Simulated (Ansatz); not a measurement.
# HgSe (F-43m) in Ansatz: notebook

One crystal, HgSe, is run at these levels: LDA, PBE, PBEsol; tasks: relaxation of cell and atoms.

Program: Ansatz 0.2.0. These are calculated values, not measurements. Logs are shortened: lines on timing, memory, paths and dates and some standing lists are left out, and cuts for length are marked.

## Step 1: Starting point

Symmetry: F-43m, No. 216, cubic system. Conventional cell: a = 6.078 Å, b = 6.078 Å, c = 6.078 Å, α = 90.00°, β = 90.00°, γ = 90.00°. Hg (site symmetry -43m) is surrounded by 4 Se at 2.63 Å. Se (site symmetry -43m) is surrounded by 4 Hg at 2.63 Å.

## Step 2: Relaxation of cell and atoms, LDA

Input file input.yaml:

```yaml
crystal:
  lattice:
    - [0.0, 3.039, 3.039]
    - [3.039, 0.0, 3.039]
    - [3.039, 3.039, 0.0]
  atoms:
    - { symbol: Hg, position: [0.0, 0.0, 0.0] }
    - { symbol: Se, position: [0.75, 0.75, 0.75] }
kpoints:
  mp_grid: { grid: [8, 8, 8] }
scf:
  occupations: { method: fermi_dirac, width: 0.05 }
hamiltonian:
  xc: lda
  pseudopotentials: { kind: all_electron, lapw: { basis_error: 0.001 } }
output:
  forces: true
  stress: true
relax:
  f_tol: 0.01
  max_steps: 60
  cell: {}
```

Potentials or basis: all-electron LAPW, scalar-relativistic.

On the command line:

```bash
> ansatz run input.yaml --threads 1 --pin off --max-ram 3072MiB --backend cpu --events-out ev --progress --plain --runs-dir out
```

Log:

```text
Warning: RAYON_NUM_THREADS=1 ignored (pool sized by the plan → 1); use --threads N
The last accepted step is kept in <dir> (removed where the run ends without a failure and the disk answers)
LAPW: plane waves up to 8.875 Å⁻¹, error target 1.0e-3 eV per atom; small_component_spin mean_spin; Se in spheres of 1.223 Å, 24 of its electrons in bands, Dirac shells []; Hg in spheres of 1.330 Å, 44 of its electrons in bands, Dirac shells [] (how accurate: hamiltonian.pseudopotentials.lapw.basis_error, Limitations)
Engine: ansatz 0.2.0, aarch64-unknown-linux-gnu
Pseudopotentials: kind: all_electron
Pseudopotential: Hg, LAPW, valence charge 44, lapw/all_electron/scalar/gaussian/Hg, Koelling and Harmon's equation, gaussian nucleus
Pseudopotential: Se, LAPW, valence charge 24, lapw/all_electron/scalar/gaussian/Se, Koelling and Harmon's equation, gaussian nucleus
Functional definition: SPW92
  exchange = slater_x
  correlation = pw_c
Crystal: 2 atoms, lattice volume = 56.133 Å³
Basis set: ecut = 300.11316554980334 eV, 645 PW (Γ), exchange–correlation at level 2
Bands: 41, of which v1, the nominal top of the filled ones, is band 34 counted from 1 (33 counted from 0)
Symmetry: 24 space group operations
Space group: F-43m (ITA 216), of the structure as read, at distance tolerance 3.8e-5 Å
k-points: 29 of 512 (time reversal used)
Non-local potential: Hg, projectors of the file, none
Non-local potential: Se, projectors of the file, none
Initial density: superposition of atomic densities (chi_scale 0.1, normalization cell, long waves kept (reshape's long-wave potential 0.00 eV rms))
Initial wavefunctions: plane waves of lowest kinetic energy (no species holds an atomic orbital)
Functional: x = slater, c = lda
iter 1 solved again at ethr=1.00e-3 eV; its pass at ethr=1.00e-1 eV (dr2=6.82e-1 eV) is discarded
SCF iter   1: F=—  HF=-599579.651052 eV  |F-HF|=—  |Δ(HF+E_count)|=         —  Δρ=2.52e-2  dr2=6.83e-1  ethr=1.00e-3  ⟨swp⟩=2.0  Hψ=7336  notcnv=0
preconditioner: auto → none  [insulator: Δε(μ)=0.589 eV  Ē_g=13.224 eV  σ=0.050 eV  W_gap=0.76  n_scr=14 (ndim 8)  ℏωp=21.0 eV  f_vac=0.331  D(μ)=0.06/eV (n_scr^D=0)  ε∞_Penn≈3.5]
iter 2 solved again at ethr=4.90e-5 eV; its pass at ethr=1.00e-3 eV (dr2=3.33e-2 eV) is discarded
SCF iter   2: F=—  HF=-599579.396871 eV  |F-HF|=—  |Δ(HF+E_count)|=   2.54e-1  Δρ=7.37e-3  dr2=3.34e-2  ethr=4.90e-5  ⟨swp⟩=2.0  Hψ=6142  notcnv=0
SCF iter   3: F=—  HF=-599579.347475 eV  |F-HF|=—  |Δ(HF+E_count)|=   4.94e-2  Δρ=4.11e-3  dr2=7.98e-3  ethr=4.90e-5  ⟨swp⟩=2.1  Hψ=3654  notcnv=0
SCF iter   4: F=—  HF=-599579.344691 eV  |F-HF|=—  |Δ(HF+E_count)|=         —  Δρ=1.03e-3  dr2=4.34e-4  ethr=1.17e-5  ⟨swp⟩=2.0  Hψ=3449  notcnv=0
the basis was enlarged: its passes take 44.7 KiB over the memory plan, 1 of 1 planned eigensolver slots
SCF iter   5: F=—  HF=-599579.344496 eV  |F-HF|=—  |Δ(HF+E_count)|=   1.95e-4  Δρ=1.29e-4  dr2=4.53e-6  ethr=6.39e-7  ⟨swp⟩=2.0  Hψ=3449  notcnv=0
[...]
SCF 1 converged in 7 iterations: F = -599579.344494 eV  dr2 = 3.58e-9
[...]
SCF iter   3: F=-599579.344904 eV  HF=-599579.344904 eV  |F-HF|=8.34e-8  |Δ(HF+E_count)|=   9.17e-8  Δρ=1.01e-5  dr2=8.32e-8  ethr=1.02e-9  ⟨swp⟩=2.0  Hψ=3447  notcnv=0
SCF 2 converged in 3 iterations: F = -599579.344904 eV  dr2 = 8.32e-8
relax step   2: F+E_penalty+E_count = -599579.34490386 eV  Δ(F+E_penalty+E_count) = -4.099e-4 eV  max|allowed force component| = 1.249e-16 eV/Å  Δτ_max = 0.0000 Å  P = +0.152 GPa  Ω = 55.600 Å³  (3 SCF iters, accepted)
Crystal: 2 atoms, lattice volume = 55.748 Å³
Basis set: ecut = 301.4951843155289 eV, 645 PW (Γ), exchange–correlation at level 2
iter 1 solved again at ethr=2.33e-10 eV; its pass at ethr=1.00e-1 eV (dr2=1.58e-7 eV) is discarded
SCF iter   1: F=—  HF=-599579.344973 eV  |F-HF|=—  |Δ(HF+E_count)|=         —  Δρ=1.18e-5  dr2=1.66e-7  ethr=2.33e-10  ⟨swp⟩=5.3  Hψ=6713  notcnv=0
preconditioner: auto → none  [insulator: Δε(μ)=0.521 eV  Ē_g=13.664 eV  σ=0.050 eV  W_gap=0.74  n_scr=14 (ndim 8)  ℏωp=21.1 eV  f_vac=0.331  D(μ)=0.06/eV (n_scr^D=0)  ε∞_Penn≈3.4]
SCF iter   2: F=-599579.344973 eV  HF=-599579.344973 eV  |F-HF|=1.04e-8  |Δ(HF+E_count)|=   5.86e-8  Δρ=4.42e-6  dr2=2.03e-8  ethr=2.33e-10  ⟨swp⟩=2.0  Hψ=3447  notcnv=0
SCF 3 converged in 2 iterations: F = -599579.344973 eV  dr2 = 2.03e-8
relax step   3: F+E_penalty+E_count = -599579.34497339 eV  Δ(F+E_penalty+E_count) = -6.953e-5 eV  max|allowed force component| = 5.782e-17 eV/Å  Δτ_max = 0.0000 Å  P = -0.002 GPa  Ω = 55.748 Å³  (2 SCF iters, accepted)
iter 1 solved again at ethr=2.99e-11 eV; its pass at ethr=1.00e-1 eV (dr2=2.03e-8 eV) is discarded
SCF iter   1: F=—  HF=-599579.344973 eV  |F-HF|=—  |Δ(HF+E_count)|=         —  Δρ=4.42e-6  dr2=2.03e-8  ethr=2.99e-11  ⟨swp⟩=3.0  Hψ=5712  notcnv=0
SCF iter   2: F=-599579.344973 eV  HF=-599579.344973 eV  |F-HF|=1.16e-9  |Δ(HF+E_count)|=   4.89e-9  Δρ=2.04e-6  dr2=4.19e-9  ethr=2.98e-11  ⟨swp⟩=2.0  Hψ=3447  notcnv=0
SCF 4 converged in 2 iterations: F = -599579.344973 eV  dr2 = 4.19e-9
relax step   4: F+E_penalty+E_count = -599579.34497338 eV  Δ(F+E_penalty+E_count) = +7.916e-9 eV  max|allowed force component| = 4.626e-17 eV/Å  Δτ_max = 0.0000 Å  P = -0.002 GPa  Ω = 55.748 Å³  stress off target by 1.69e-3 GPa  SCF on the basis re-selected at this cell (its energy is not comparable with the rows above)  (2 SCF iters)
basis re-selected at this cell: Δ(F+E_penalty+E_count) = +7.916e-9 eV, ΔP = -0.000 GPa vs the last step (what re-selecting the basis moved, after the strain that the cell walked since its last selection, with what the two solves' SCF thresholds leave and, on support functions, any second-order correction that the steps lacked; it is no measure of the basis error at this ecutwfc). This SCF's stress stands 1.69e-3 GPa from its target on what of the cell is left free (relax.cell.stress_tol is 5.00e-2 GPa) and its largest allowed force component is 4.63e-17 eV/Å (relax.f_tol is 1.00e-2 eV/Å): within both
SCF converged after 2 iterations
Free energy (F): -599579.344973 eV
Harris-Foulkes:  -599579.344973 eV  (|F-HF|=1.16e-9)
Internal energy: -599579.344382 eV  (E = F + TS)
E sigma→0 (E₀):  -599579.344678 eV
Entropy (-TS):   -0.000592 eV (-0.296 meV/atom)
Fermi energy:    10.323226 eV
--- Per-component energies (eV) ---
  E_band       = -6533.136190
  E_kinetic    = 677806.768503
  E_xc         = -12150.939814
  E_electrostatic = -1265235.173071  (all electrons and nuclei)
  E_smearing   = -0.000592  (= −TS)
  E_closure    = 0.000000  (closes the sum)
  E_atoms      = -599573.837140  (free atoms, spherical and without spin; not in F)
  Σ components = -599579.344973   (vs F -599579.344973, Δ=0.00e0)
  Basis errors (estimates in eV, not in F): energy 4.3e-4 per atom: plane waves 3.9e-4 (2.3e-4 summed), levels above the bands 1.5e-88, relativity 8.9e-9, radial functions 3.8e-5, core shells 1.0e-7; eigenvalues (radial functions only) 7.5e-7; not estimated: angular momenta, meshes, grids; target (lapw.basis_error) 1.0e-3; muffin-tin radii Se 1.220 Å, Hg 1.327 Å
--- Forces (eV/Å), atoms counted from 1 ---
  atom   1  Hg    -0.00000000    -0.00000000     0.00000000
  atom   2  Se    -0.00000000     0.00000000     0.00000000
  max |Σ_I F_I| component: 7.40e-17 eV/Å
--- Stress (GPa, compression-positive) ---
       -0.001687      -0.000000      -0.000000
       -0.000000      -0.001687       0.000000
       -0.000000       0.000000      -0.001687
  P = ⅓ Tr σ = -0.0017 GPa (-0.017 kbar)
--- Relaxed structure (3 steps of the walk, 3 accepted, 1 SCFs on fresh bases) ---
  F+E_penalty+E_count = -599579.34497338 eV   max|allowed force component| = 4.626e-17 eV/Å   (the final SCF, on the basis selected at the relaxed cell)
  cell:  # Å, volume = 55.7480 Å³
    - [-1.681472770855545e-33, 3.032026788922875, 3.032026788922875]
    - [3.032026788922875, 1.7005804159789035e-33, 3.032026788922875]
    - [3.032026788922875, 3.032026788922875, 1.9107645123358301e-35]
  atoms:
    - { symbol: Hg, position: [-5.8620769942684875e-34, 6.918307083325872e-34, 7.5520451367603035e-34] }
    - { symbol: Se, position: [0.7500000000000001, 0.7500000000000001, 0.7500000000000001] }
```

Wall time 45 s (1 thread of Arm Neoverse V2, shared host); peak memory 0.34 GiB.

What came out:

```
Free energy                            : -599579.3450 eV
Relaxed volume                         : 27.87 Å³/atom
Relaxed cell                           : a = 4.288 Å, b = 4.288 Å, c = 4.288 Å, α = 60.00°, β = 60.00°, γ = 60.00°
Space group after relaxing (to 0.05 Å) : F-43m (No. 216)
Energy gained by relaxing              : 0.2 meV/atom
Ionic steps                            : 4
Pressure after relaxing                : 0.0 GPa
```

Step by step:
```tsv
step	energy change (eV)	largest force (eV/Å)	volume (Å³)
1	0.0000	0.0000	56.13
2	-0.0004	0.0000	55.60
3	-0.0005	0.0000	55.75
4	-0.0005	0.0000	55.75
```

Final structure:
```
Hg Se
1.0
     0.00000    3.03203    3.03203
     3.03203    0.00000    3.03203
     3.03203    3.03203    0.00000
Hg Se
1 1
Direct
  0.00000 0.00000 0.00000
  0.75000 0.75000 0.75000
```

The run has no spin-orbit coupling, so splittings on Hg are missing. LDA usually gives volumes a few per cent too small.

## Step 3: Relaxation of cell and atoms, PBE

input.yaml: that of step 2 with these lines changed.

```diff
@@ -13,3 +13,3 @@
 hamiltonian:
-  xc: lda
+  xc: pbe
   pseudopotentials: { kind: all_electron, lapw: { basis_error: 0.001 } }
```

Potentials or basis: all-electron LAPW, scalar-relativistic.

On the command line:

```bash
> ansatz run input.yaml --threads 1 --pin off --max-ram 3072MiB --backend cpu --events-out ev --progress --plain --runs-dir out
```

Run time: 66 s. Hardware: 1 thread of Arm Neoverse V2, shared host; peak memory 0.34 GiB.

The run converged. Its results:

```
Free energy                            : -599955.9457 eV
Relaxed volume                         : 30.66 Å³/atom
Relaxed cell                           : a = 4.426 Å, b = 4.426 Å, c = 4.426 Å, α = 60.00°, β = 60.00°, γ = 60.00°
Space group after relaxing (to 0.05 Å) : F-43m (No. 216)
Energy gained by relaxing              : 35.1 meV/atom
Ionic steps                            : 5
Pressure after relaxing                : 0.0 GPa
```

The path:
```
step  energy change (eV)  largest force (eV/Å)  volume (Å³)
   1              0.0000                0.0000        56.13
   2             -0.0658                0.0000        62.80
   3             -0.0701                0.0000        61.58
   4             -0.0702                0.0000        61.33
   5             -0.0702                0.0000        61.33
```

Final structure:
```cif
data_structure
_symmetry_space_group_name_H-M 'P 1'
_symmetry_Int_Tables_number 1
_cell_length_a 4.4264
_cell_length_b 4.4264
_cell_length_c 4.4264
_cell_angle_alpha 60.000
_cell_angle_beta 60.000
_cell_angle_gamma 60.000
_cell_volume 61.33
loop_
_atom_site_label
_atom_site_type_symbol
_atom_site_fract_x
_atom_site_fract_y
_atom_site_fract_z
_atom_site_occupancy
Hg1 Hg 0.00000 0.00000 0.00000 1
Se1 Se 0.75000 0.75000 0.75000 1
```

## Step 4: Relaxation of cell and atoms, PBEsol

input.yaml: that of step 3 with these lines changed.

```diff
@@ -13,3 +13,3 @@
 hamiltonian:
-  xc: pbe
+  xc: pbesol
   pseudopotentials: { kind: all_electron, lapw: { basis_error: 0.001 } }
```

Potentials or basis: all-electron LAPW, scalar-relativistic.

On the command line:

```bash
> ansatz run input.yaml --threads 1 --pin off --max-ram 3072MiB --backend cpu --events-out ev --progress --plain --runs-dir out
```

Log:

```text
Warning: RAYON_NUM_THREADS=1 ignored (pool sized by the plan → 1); use --threads N
The last accepted step is kept in <dir> (removed where the run ends without a failure and the disk answers)
LAPW: plane waves up to 8.874 Å⁻¹, error target 1.0e-3 eV per atom; small_component_spin mean_spin; Se in spheres of 1.223 Å, 24 of its electrons in bands, Dirac shells []; Hg in spheres of 1.330 Å, 44 of its electrons in bands, Dirac shells [] (how accurate: hamiltonian.pseudopotentials.lapw.basis_error, Limitations)
Engine: ansatz 0.2.0, aarch64-unknown-linux-gnu
Pseudopotentials: kind: all_electron
Pseudopotential: Hg, LAPW, valence charge 44, lapw/all_electron/scalar/gaussian/Hg, Koelling and Harmon's equation, gaussian nucleus
Pseudopotential: Se, LAPW, valence charge 24, lapw/all_electron/scalar/gaussian/Se, Koelling and Harmon's equation, gaussian nucleus
Functional definition: PBEsol
  exchange = pbesol_x
  correlation = pbesol_c
Crystal: 2 atoms, lattice volume = 56.133 Å³
Basis set: ecut = 300.02039801222526 eV, 645 PW (Γ), exchange–correlation at level 2
Bands: 41, of which v1, the nominal top of the filled ones, is band 34 counted from 1 (33 counted from 0)
[... 62 lines left out ...]
  E_xc         = -12338.736519
  E_electrostatic = -1265572.003971  (all electrons and nuclei)
  E_smearing   = -0.000621  (= −TS)
  E_closure    = 0.000000  (closes the sum)
  E_atoms      = -599760.826423  (free atoms, spherical and without spin; not in F)
  Σ components = -599765.649793   (vs F -599765.649793, Δ=0.00e0)
  Basis errors (estimates in eV, not in F): energy 4.1e-4 per atom: plane waves 3.8e-4 (2.2e-4 summed), levels above the bands 2.3e-88, relativity 8.7e-9, radial functions 3.3e-5, core shells 7.0e-8; eigenvalues (radial functions only) 7.4e-7; not estimated: angular momenta, meshes, grids; target (lapw.basis_error) 1.0e-3; muffin-tin radii Se 1.234 Å, Hg 1.342 Å
--- Forces (eV/Å), atoms counted from 1 ---
  atom   1  Hg     0.00000000    -0.00000000    -0.00000000
  atom   2  Se    -0.00000000     0.00000000     0.00000000
  max |Σ_I F_I| component: 1.85e-17 eV/Å
--- Stress (GPa, compression-positive) ---
       -0.025288      -0.000000      -0.000000
       -0.000000      -0.025288       0.000000
       -0.000000       0.000000      -0.025288
  P = ⅓ Tr σ = -0.0253 GPa (-0.253 kbar)
--- Relaxed structure (3 steps of the walk, 3 accepted, 1 SCFs on fresh bases) ---
  F+E_penalty+E_count = -599765.64979329 eV   max|allowed force component| = 1.527e-16 eV/Å   (the final SCF, on the basis selected at the relaxed cell)
  cell:  # Å, volume = 57.7220 Å³
    - [2.038148813158236e-33, 3.067400928260666, 3.067400928260666]
    - [3.067400928260666, -7.872349790823689e-33, 3.067400928260666]
    - [3.067400928260666, 3.067400928260666, -8.534748155100114e-33]
  atoms:
    - { symbol: Hg, position: [-4.858658409663971e-34, -6.337380534344313e-35, 7.6048566412131725e-34] }
    - { symbol: Se, position: [0.7500000000000002, 0.7500000000000002, 0.7500000000000002] }
```

It took 54 s on 1 thread of Arm Neoverse V2, shared host; peak memory 0.34 GiB.

Results:

| Property | Result |
| --- | --- |
| Free energy | -599765.6498 eV |
| Relaxed volume | 28.86 Å³/atom |
| Relaxed cell | a = 4.338 Å, b = 4.338 Å, c = 4.338 Å, α = 60.00°, β = 60.00°, γ = 60.00° |
| Space group after relaxing (to 0.05 Å) | F-43m (No. 216) |
| Energy gained by relaxing | 3.6 meV/atom |
| Ionic steps | 4 |
| Pressure after relaxing | 0.0 GPa |

The path:
```tsv
step	energy change (eV)	largest force (eV/Å)	volume (Å³)
1	0.0000	0.0000	56.13
2	-0.0064	0.0000	58.22
3	-0.0072	0.0000	57.72
4	-0.0072	0.0000	57.72
```

Final structure:
```
Hg Se
1.0
     0.00000    3.06740    3.06740
     3.06740    0.00000    3.06740
     3.06740    3.06740    0.00000
Hg Se
1 1
Cartesian
  0.0000 0.0000 0.0000
  4.6011 4.6011 4.6011
```

## Step 5: The runs side by side

```csv
level,pressure (GPa),relaxed volume (Å³/atom)
LDA,0.0,27.87
PBE,0.0,30.66
PBEsol,0.0,28.86
```

Alike in all rows: task relaxation of cell and atoms; potentials or basis all-electron LAPW, scalar-relativistic; no spin polarisation; cell relaxed; k mesh 8 × 8 × 8; smearing fermi-dirac 0.05 eV; basis error allowed 0.001 eV/atom.

Compare energies only between runs with the same functional and basis.
